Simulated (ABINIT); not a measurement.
The system is BAs.

```
CELL_PARAMETERS angstrom
0.00000 2.38850 2.38850
2.38850 0.00000 2.38850
2.38850 2.38850 0.00000
ATOMIC_POSITIONS crystal
As 0.75000 0.75000 0.75000
B 0.00000 0.00000 0.00000
```

Base run:

| Property | Result |
| --- | --- |
| Program | ABINIT 10.8.3 (patched build) |
| Functional | PBE0 |
| Potentials or basis | SG15 NC PBE v1.2 |
| Cutoff | 490 eV |
| k mesh | 6 × 6 × 6 |
| Occupations | fermi-dirac, width 0.05 eV |
| Spin | no spin polarisation |

Its results: band gap on the k mesh 1.60 eV, indirect (least direct gap 3.63 eV).

The run is repeated on the same cell with these changes: share of exact exchange from 0.05 to 0.35. What comes out?

Band gap on the k mesh 3.48 eV, indirect (least direct gap 5.72 eV).

Caveats: exact exchange is summed on a coarse mesh, which widens gaps by tenths of an eV.

A k mesh can miss the band edges.
